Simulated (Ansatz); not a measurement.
**MnAs (P6_3/mmc): scan of the energy under strain**

The task is a scan of the energy under strain, for MnAs (P6_3/mmc).

The COD entry's cell or inner coordinates are ideal or old and differ from later refinements, so a difference from it is no clean test against experiment.

Computed with the Python package of Ansatz 0.2.0. Level of theory: DFT PBE, plane waves, PAW.

**1. The structure**

It takes space group P6_3/mmc (No. 194, hexagonal). Conventional cell: a = 3.710 Å, b = 3.710 Å, c = 5.691 Å, α = 90.00°, β = 90.00°, γ = 120.00°. Mn (site symmetry -3m) is surrounded by 6 As at 2.57 Å and 2 Mn at 2.85 Å. Around As (site symmetry -6m2) lie 6 Mn at 2.57 Å.

The script holds or builds the structure itself.

**2. Script**

Contents of strain_mnas.py:

```python
"""Energy of MnAs under shear strain, ions carried with the cell."""

import ansatz as az
import numpy as np

VECTORS = np.array([
    [3.71, 0.0, 0.0],
    [-1.855, 3.21295425, 0.0],
    [0.0, 0.0, 5.691],
])
SITES = [
    ("Mn", [0.0, 0.0, 0.0], 2.8),
    ("Mn", [0.0, 0.0, 0.5], 2.8),
    ("As", [1 / 3, 2 / 3, 0.25], 0.0),
    ("As", [2 / 3, 1 / 3, 0.75], 0.0),
]


def build(cell):
    crystal = az.Crystal(lattice=az.Lattice.of(cell))
    for symbol, position, moment in SITES:
        crystal = crystal.atom(symbol, position, moment=moment or None)
    return crystal


def main() -> None:
    # clamped ions: the fractional positions stay as typed
    values = np.linspace(-0.02, 0.02, 7)
    energies = []
    for d in values:
        strain = np.array([[0, d / 2, 0], [d / 2, 0, 0], [0, 0, 0]])
        cell = VECTORS @ (np.eye(3) + strain)
        calc = build(cell).calculation()
        calc = calc.spin("collinear")
        calc = calc.mixing("anderson", preconditioner="none")
        calc = calc.occupations("cold", width=0.02)
        calc = calc.scf(tolerance=1e-08)
        calc = calc.accuracy("low")
        calc = calc.functional("pbe")
        calc = calc.eigensolver("auto", full_accuracy=True).basis(520)
        calc = calc.kpoints(11, 11, 6)
        report = calc.run(threads=1).report
        energies.append(report["free_energy_ev"] / len(SITES))
        print(f"d = {d:+.4f}  F = {energies[-1]:.5f} eV/atom")
    energies = np.array(energies)

    for value, e in zip(values, energies):
        print(f"strain {value:7.3f}   E - Emin = {1000 * (e - energies.min()):9.3f} meV/atom")
    curvature = 2 * np.polyfit(values, energies, 3)[1]
    volume = abs(np.linalg.det(VECTORS)) / len(SITES)
    print(f"d2E/dd2 over the volume: {curvature / volume * 160.21766:.1f} GPa")


if __name__ == "__main__":
    main()
```

**3. The input behind the calls**

The package turns the script's settings into the engine's input (first run):

```yaml
crystal:
  lattice:
    - [3.71, -0.0371, 0.0]
    - [-1.8871295425, 3.23150425, 0.0]
    - [0.0, 0.0, 5.691]
  atoms:
    - { symbol: Mn, position: [0.0, 0.0, 0.0], spin: 2.8 }
    - { symbol: Mn, position: [0.0, 0.0, 0.5], spin: 2.8 }
    - { symbol: As, position: [0.3333333333333333, 0.6666666666666666, 0.25] }
    - { symbol: As, position: [0.6666666666666666, 0.3333333333333333, 0.75] }
accuracy: low
basis:
  ecutwfc: 520.0
kpoints:
  mp_grid:
    grid: [11, 11, 6]
hamiltonian:
  xc: pbe
magnetization:
  spin_polarized: true
scf:
  convergence:
    dr2_threshold: 1.0e-08
  mixing:
    algorithm: anderson
    preconditioner: none
  occupations:
    method: cold
    width: 0.02
  eigensolver:
    kind: auto
    full_accuracy: true
```

**4. Launch**

On the command line:

```
python strain_mnas.py
```

**Question.** How much energy does this shear strain cost, and what curvature follows?

The runs gave:

| quantity | value |
| --- | --- |
| curvature under the strain | 45.2 GPa |
| runs compared | 7 |
| range of energy | 0.96 meV/atom |
| lowest point, strain | 0.000 |

Against the unstrained cell the energy per atom changes by +0.96 meV at one end of the scan and +0.96 meV at the other, and its second derivative over the volume is 45.2 GPa. Other magnetic orders than the one started from may lie lower. The curvature belongs to this strain pattern and to the cell's stress; it equals a single elastic constant only for simple patterns. In a metal a curvature from energy changes of a few meV or less hangs on mesh and smearing, in size and even in sign. Of the deposited cell: the entry's cell lengths or inner coordinates differ somewhat from later room-temperature determinations. The ions keep their fractional positions (clamped ions).
